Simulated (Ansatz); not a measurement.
Relaxing Si₂Ni

The calculation used DFT PBE, scalar-relativistic, plane waves, PAW in Ansatz 0.2.0. (420 eV cutoff, 14×14×14 k-mesh, Gaussian smearing of 0.10 eV, no spin polarisation)

What was changed: relaxed at 90 GPa.

Other phases may be more stable at this pressure.

Command:

```bash
ansatz run input.yaml --threads 1 --pin off --max-ram 2560MiB --backend cpu --events-out ev --progress --plain --runs-dir out
```

Input:

```yaml
crystal:
  lattice:
    - [0.0, 2.4710093339, 2.4710093339]
    - [2.4710093339, 0.0, 2.4710093339]
    - [2.4710093339, 2.4710093339, 0.0]
  atoms:
    - { symbol: Si, position: [0.25, 0.25, 0.25] }
    - { symbol: Si, position: [0.75, 0.75, 0.75] }
    - { symbol: Ni, position: [0.0, 0.0, 0.0] }
basis:
  ecutwfc: 420
kpoints:
  mp_grid: { grid: [14, 14, 14] }
hamiltonian:
  xc: pbe
scf:
  occupations: { method: gaussian, width: 0.1 }
output:
  forces: true
  stress: true
  eigenvalues: true
relax:
  adjacent_minimum: "off"
  f_tol: 0.008
  max_steps: 50
  cell: { stress_tol: 0.08, p_target: 90.0 }
```

F is the free energy. Steps run on the plane waves of an earlier cell, but the last one, and at times one on the way, on a freshly chosen basis, so a repeated geometry can differ a little in energy. The relaxation lowers the enthalpy F + PV at the target pressure, so F itself can rise.

Steps:

| step | F − F(1) (eV) | largest force component (eV/Å) | V (Å³/atom) | P (GPa) |
| --- | --- | --- | --- | --- |
| 1 | 0.0000 | 0.000 | 10.058 | 82.95 |
| 2 | 0.1953 | 0.000 | 9.937 | 88.82 |
| 3 | 0.2357 | 0.000 | 9.913 | 90.02 |
| 4 | 0.2359 | 0.000 | 9.913 | 90.01 |

Relaxed structure:

```xyz
3
Lattice="0.0000 2.4590 2.4590 2.4590 0.0000 2.4590 2.4590 2.4590 0.0000" Properties=species:S:1:pos:R:3 pbc="T T T"
Si    1.2295    1.2295    1.2295
Si    3.6885    3.6885    3.6885
Ni    0.0000    0.0000    0.0000
```

The structure is cubic, space group Fm-3m (No. 225). The conventional cell has a = 4.918 Å, b = 4.918 Å, c = 4.918 Å, α = 90.00°, β = 90.00°, γ = 90.00°. Si (site symmetry -43m) has 4 Ni at 2.13 Å as nearest neighbours. Ni (site symmetry m-3m) is surrounded by 8 Si at 2.13 Å.

The run converged. Time: 7.2 s on 1 thread of Intel(R) Xeon(R) 6975P-C (Granite Rapids), with other jobs on the host, peak memory 0.4 GiB.